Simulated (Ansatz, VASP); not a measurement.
# One calculation of SnSe, two programs

```
CELL_PARAMETERS angstrom
2.71148 0.00000 0.00000
0.00000 2.71148 0.00000
0.00000 0.00000 2.71148
ATOMIC_POSITIONS crystal
Sn 0.00000 0.00000 0.00000
Se 0.50000 0.50000 0.50000
```

Change from the starting cell: volume scaled by 0.4, norm-conserving files.

Alike in both runs: task single point; functional PBE; k mesh 14 × 14 × 14; occupations fermi-dirac, width 0.1 eV; no spin polarisation.

|  | VASP | Ansatz |
| --- | --- | --- |
| version | VASP 6.6.1 | Ansatz 0.2.0 |
| potentials or method | VASP PAW PBE potentials, release 64 (Sn_d, Se) | norm-conserving pseudopotentials, scalar-relativistic |
| plane-wave cutoff (eV) | 520 | 1170 |
| valence electrons in the cell | 20 | 30 |

Ansatz gave:

* pressure (GPa): 380.1

Task: Which values does VASP return?

Result: Pressure (GPa): 383.2.

The functional is the same, so the differences come from potentials, cutoffs and numerics. The two sets of potentials don't hold the same shells in valence.

Caveats: the cell as given lies far from equilibrium; so large a pressure means that the cell lies far from this level's equilibrium, or that cutoff or potentials fall short (VASP).
